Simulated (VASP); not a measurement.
# Zn (Im-3m) in VASP: a series of runs

The runs below take Zn through single point, with LDA.

All numbers are computed with VASP 6.6.1; they aren't measurements. Logs are shortened: lines on timing, memory, paths and dates and some standing lists are left out, and cuts for length are marked.

## Step 1: The crystal as given

It takes space group Im-3m (No. 229, cubic). The conventional cell has a = 3.138 Å, b = 3.138 Å, c = 3.138 Å, α = 90.00°, β = 90.00°, γ = 90.00°. Zn (site symmetry m-3m) has 8 Zn at 2.72 Å as nearest neighbours.

This isn't the form of Zn at room conditions, which is hcp.

## Step 2: Single point, LDA

Input file INCAR:

```
SYSTEM = Zn
PREC = Accurate
ENCUT = 460
EDIFF = 1E-7
ISMEAR = -1
SIGMA = 0.4
LREAL = .False.
LASPH = .True.
NELM = 100
ALGO = Normal
ISIF = 2
LWAVE = .False.
LCHARG = .False.
NBANDS = 12
ADDGRID = .False.
```

Input file KPOINTS:

```
Automatic mesh
0
Gamma
  15 15 15
  0 0 0
```

Input file POSCAR:

```
Zn
1.0
   -1.5690370000      1.5690370000      1.5690370000
    1.5690370000     -1.5690370000      1.5690370000
    1.5690370000      1.5690370000     -1.5690370000
Zn
1
Direct
    0.0000000000      0.0000000000      0.0000000000
```

Potentials or basis: VASP PAW LDA potentials, release 64 (Zn).

The run is started by

```sh
cat potpaw_LDA.64/Zn/POTCAR > POTCAR
mpirun -np 1 vasp_std > vasp.out
```

OUTCAR:

```text
SYSTEM = Zn
   PREC = Accurate
   ENCUT = 460
   EDIFF = 1E-7
   ISMEAR = -1
   LREAL = .False.
   LASPH = .True.
   NELM = 100
   ISIF = 2

 Found    120 irreducible k-points:

 Following reciprocal coordinates:
            Coordinates               Weight
  0.000000  0.000000  0.000000      1.000000
  0.066667  0.000000  0.000000     12.000000
  0.133333  0.000000  0.000000     12.000000
  0.200000  0.000000  0.000000     12.000000
  0.266667  0.000000  0.000000     12.000000
  0.333333  0.000000  0.000000     12.000000
   k-points           NKPTS =    120   k-points in BZ     NKDIM =    120   number of bands    NBANDS=     12
   number of dos      NEDOS =    301   number of ions     NIONS =      1
   total plane-waves  NPLWV =   8000
   dimension x,y,z NGX =    20 NGY =   20 NGZ =   20
   dimension x,y,z NGXF=    40 NGYF=   40 NGZF=   40
   ions per type =               1
   NGX,Y,Z   is equivalent  to a cutoff of  12.23, 12.23, 12.23 a.u.
   NGXF,Y,Z  is equivalent  to a cutoff of  24.47, 24.47, 24.47 a.u.
 SYSTEM =  Zn
   PREC   = accura    normal or accurate (medium, high low for compatibility)
   ISTART =      0    job   : 0-new  1-cont  2-samecut
   ICHARG =      2    charge: 1-file 2-atom 10-const
   ISPIN  =      1    spin polarized calculation?
   LNONCOLLINEAR =      F non collinear calculations
   LSORBIT =      F    spin-orbit coupling
   LASPH  =      T    aspherical Exc in radial PAW
   ENCUT  =  460.0 eV  33.81 Ry    5.81 a.u.   4.75  4.75  4.75*2*pi/ulx,y,z
   NELM   =    100;   NELMIN=  2; NELMDL= -5     # of ELM steps
   EDIFF  = 0.1E-06   stopping-criterion for ELM
   LREAL  =      F    real-space projection
   EDIFFG = 0.1E-05   stopping-criterion for IOM
   NSW    =      0    number of steps for IOM
   IBRION =     -1    ionic relax: 0-MD 1-quasi-New 2-CG
   NFREE  =      0    steps in history (QN), initial steepest desc. (CG)
   ISIF   =      2    stress and relaxation
   ISYM   =      2    0-nonsym 1-usesym 2-fastsym
   POTIM  = 0.5000    time-step for ionic-motion
   TEBEG  =    0.0;   TEEND  =   0.0 temperature during run
   PSTRESS=    0.0 pullay stress
   NELECT =      12.0000    total number of electrons
   NUPDOWN=      -1.0000    fix difference up-down
   EMIN   =  10.00;   EMAX   =-10.00  energy-range for DOS
   EFERMI =   0.00;   METHOD = LEGACY
   ISMEAR =    -1;   SIGMA  =   0.40  broadening in eV -4-tet -1-fermi 0-gaus
   EFERMI_NEDOS =   21; number of points for ismear=-14 and -15
   IALGO  =     38    algorithm
   IMIX   =      4    mixing-type and parameters
     AMIX     =   0.40;   BMIX     =  1.00
     AMIX_MAG =   1.60;   BMIX_MAG =  1.00
  volume/ion in A,a.u.               =      15.45       104.27
  Fermi-wavevector in a.u.,A,eV,Ry     =   1.504811  2.843681 30.809811  2.264457
  Thomas-Fermi vector in A             =   2.615742
   LORBIT       =      0    0 simple, 1 ext, 2 COOP (PROOUT), +10 PAW based schemes
   GGA     = CA    functional components
   LHFCALC =     F    Hartree Fock is set to
   AEXX    =    0.0000 exact exchange contribution
   IVDW    =     0    specifies the selected vdW correction
   LEPSILON=     F    determine dielectric tensor
   LRPA    =     F    only Hartree local field effects (RPA)
 non-spin polarized calculation
  energy-cutoff  :      460.00
  volume of cell :       15.45
 maximum number of plane-waves:       370
   NGX =  9   NGY =  9   NGZ =  9

 number of electron      12.0000023 magnetization

 Free energy of the ion-electron system (eV)
  ---------------------------------------------------
  ext. energy  EPLUGINS =         0.00000000
  ---------------------------------------------------
  free energy    TOTEN  =        -1.81223214 eV

  energy without entropy =       -1.64608790  energy(sigma->0) =       -1.72916002

 E-fermi :   2.8156     XC(G=0): -11.8162

 val. band max:        2.7393765311   @ k =   0.2667   0.2667   0.1333
 cond. band min:       2.8193032700   @ k =  -0.4667   0.4667   0.1333
 fundamental gap:      0.0799267390
 Fermi energy:         2.8155691794

 k-point     1 :       0.0000    0.0000    0.0000
  band No.  band energies     occupation
      1      -7.4870      2.00000
      2      -4.9838      2.00000
      3      -4.9838      2.00000
      4      -4.9838      2.00000
      5      -4.4805      2.00000
      6      -4.4805      2.00000
      7      21.5744      0.00000
      8      21.5744      0.00000
      9      21.5744      0.00000
     10      23.6942      0.00000
     11      23.6942      0.00000
     12      23.6942      0.00000

 k-point     2 :       0.0667    0.0000    0.0000
  band No.  band energies     occupation
      1      -7.3469      2.00000
      2      -4.9968      2.00000
      3      -4.9805      2.00000
      4      -4.9508      2.00000
      5      -4.4927      2.00000
      6      -4.4796      2.00000
      7      19.7583      0.00000
      8      20.6121      0.00000
      9      21.0272      0.00000
     10      22.4654      0.00000
     11      22.6414      0.00000
     12      23.3903      0.00000

 k-point     3 :       0.1333    0.0000    0.0000
  band No.  band energies     occupation
      1      -6.9370      2.00000
      2      -5.0335      2.00000
      3      -4.9666      2.00000
      4      -4.8562      2.00000
      5      -4.5210      2.00000
      6      -4.4772      2.00000
      7      16.4737      0.00000
      8      19.0068      0.00000
      9      19.7580      0.00000
     10      21.3571      0.00000
     11      21.6409      0.00000
     12      23.6185      0.00000

 k-point     4 :       0.2000    0.0000    0.0000
  band No.  band energies     occupation
      1      -6.3140      2.00000
      2      -5.0874      2.00000
      3      -4.8994      2.00000
      4      -4.7132      2.00000
      5      -4.5446      2.00000
      6      -4.4729      2.00000
      7      13.1948      0.00000
      8      17.4753      0.00000
      9      18.4428      0.00000
     10      20.2842      0.00000
     11      20.9409      0.00000
     12      24.3315      0.00000

 k-point     5 :       0.2667    0.0000    0.0000
  band No.  band energies     occupation
      1      -5.7460      2.00000
      2      -5.1490      2.00000
      3      -4.5613      2.00000
      4      -4.5430      2.00000
      5      -4.5050      2.00000
      6      -4.4668      2.00000
      7      10.0970      0.00000
      8      16.1594      0.00000
      9      17.3130      0.00000
     10      19.4403      0.00000
     11      20.3806      0.00000
     12      25.3842      0.00000

 k-point     6 :       0.3333    0.0000    0.0000
  band No.  band energies     occupation
      1      -5.5796      2.00000
      2      -5.2076      2.00000
      3      -4.5388      2.00000
      4      -4.4599      2.00000
      5      -4.3739      2.00000
      6      -3.4636      2.00000
      7       7.2248      0.00003
      8      15.1191      0.00000
      9      16.4344      0.00000
     10      18.8189      0.00000
     11      19.9728      0.00000
     12      26.7257      0.00000

 [... further k-points ...]

------------------------ aborting loop because EDIFF is reached ----------------------------------------

  FORCE on cell =-STRESS in cart. coord.  units (eV):
  Direction    XX          YY          ZZ          XY          YZ          ZX
  --------------------------------------------------------------------------------------
  -------------------------------------------------------------------------------------
  Total       -0.7199566     -0.7199566     -0.7199566      0.0000000     -0.0000000     -0.0000000
  in kB      -74.6547360    -74.6547360    -74.6547360      0.0000000     -0.0000000     -0.0000000
  external PRESSURE =     -74.6547360 kB  Pullay stress =       0.0000000 kB

 VOLUME and BASIS-vectors are now :
 -----------------------------------------------------------------------------
  energy-cutoff  :      460.00
  volume of cell :       15.45
      direct lattice vectors                 reciprocal lattice vectors
    -1.569037000  1.569037000  1.569037000     0.000000000  0.318666800  0.318666800
     1.569037000 -1.569037000  1.569037000     0.318666800  0.000000000  0.318666800
     1.569037000  1.569037000 -1.569037000     0.318666800  0.318666800  0.000000000

 POSITION                                       TOTAL-FORCE (eV/Angst)
 -----------------------------------------------------------------------------------
      0.00000      0.00000      0.00000         0.000000      0.000000     -0.000000
 -----------------------------------------------------------------------------------
    total drift:                                0.000000     -0.000000      0.000000

  FREE ENERGIE OF THE ION-ELECTRON SYSTEM (eV)
  ---------------------------------------------------
  free  energy   TOTEN  =        -1.8122321394 eV

  energy  without entropy=       -1.6460878950  energy(sigma->0) =       -1.72916002
```

OSZICAR:

```text
N       E                     dE             d eps       ncg     rms          rms(c)
DAV:   1     0.399001306364E+02    0.39900E+02   -0.60981E+03  2984   0.145E+03
DAV:   2    -0.697871233510E+00   -0.40598E+02   -0.38145E+02  3008   0.201E+02
DAV:   3    -0.192439793309E+01   -0.12265E+01   -0.12248E+01  3272   0.356E+01
DAV:   4    -0.192728409792E+01   -0.28862E-02   -0.28860E-02  3240   0.171E+00
DAV:   5    -0.192728644331E+01   -0.23454E-05   -0.23455E-05  3212   0.474E-02    0.274E+00
DAV:   6    -0.182409660560E+01    0.10319E+00   -0.52007E-01  3188   0.145E+01    0.211E+00
DAV:   7    -0.181594471969E+01    0.81519E-02   -0.11731E-02  3180   0.213E+00    0.105E+00
DAV:   8    -0.181223979787E+01    0.37049E-02   -0.15727E-03  3588   0.496E-01    0.277E-02
DAV:   9    -0.181223198713E+01    0.78107E-05   -0.78135E-05  4292   0.129E-01    0.198E-02
DAV:  10    -0.181223214072E+01   -0.15359E-06   -0.52989E-06  3088   0.377E-02    0.953E-04
DAV:  11    -0.181223213941E+01    0.13044E-08   -0.49978E-08  2136   0.368E-03
   1 F= -.18122321E+01 E0= -.17291600E+01  d E =-.166144E+00
```

Run time: 8.7 s. Hardware: 1 thread of Intel Xeon Platinum 8488C (Sapphire Rapids), shared host; peak memory 0.13 GiB.

The run converged, but some of its settings lie outside the range that counts as converged, so its numbers aren't taken as properties of the crystal.

Results:

```yaml
Free_energy: -1.8122 eV
Pressure: -7.5 GPa
Band_gap_on_the_k_mesh: none (metal or under the smearing width)
```

[end of part 1 of 2]
